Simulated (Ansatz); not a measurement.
Computed with DFT PBE, scalar-relativistic, plane waves, PAW (Ansatz). Settings: cutoff 420 eV, Γ-centred meshes spaced at most about 0.3 Å⁻¹, and about 0.25 Å⁻¹ or finer for metals (2π included), Gaussian smearing. No spin polarisation.

All energies are static (0 K, no zero-point motion).

Two relaxed structures of Cd₂Se₅:

A.

```
Cd Se
1.0
     4.21916    0.00000    0.00000
    -2.10958    3.65390    0.00000
     0.00000    0.00000   13.07316
Cd Se
2 5
Direct
  0.33333 0.66667 0.07885
  0.66667 0.33333 0.92115
  0.66667 0.33333 0.14898
  0.33333 0.66667 0.85102
  0.33333 0.66667 0.39582
  0.66667 0.33333 0.60418
  0.00000 0.00000 0.50000
```

B.

```
Cd Se
1.0
     3.83656   -2.42307    0.00000
     3.83656    2.42307    0.00000
    -0.58969    0.00000   11.23574
Cd Se
2 5
Direct
  0.22410 0.45821 0.12648
  0.54179 0.77590 0.87352
  0.57779 0.79801 0.12999
  0.20199 0.42221 0.87001
  0.41815 0.25699 0.36816
  0.74301 0.58184 0.63184
  0.29419 0.70581 0.50000
```

Problem. Which form is favoured at zero pressure, and by what margin per atom?

Solution. B is lower, by 46 meV/atom. A has space group P-3m1 (No. 164), 28.8 Å³/atom and no gap on its mesh; B has space group C2 (No. 5), 29.8 Å³/atom and no gap. Counting Se atoms around Cd (those within 1.25 times the shortest such distance or 1.15 times the sum of covalent radii, 1.27 where that leaves under three; a plus sign parts nearer from farther groups), A has Cd 3+1 and B has Cd 5. B holds Se–Se units of three or more atoms (shortest 2.34 Å); in A the shortest Se–Se distance is 2.79 Å, near bonding range too. Origin: A, invented; B, invented, then shaken at random and relaxed again.

No dispersion correction is applied, so the spacing and binding between layers, chains or molecules are poorly described (P-3m1), and this can change margins and order among such cells. Cells relaxed within their symmetry can be saddle points.
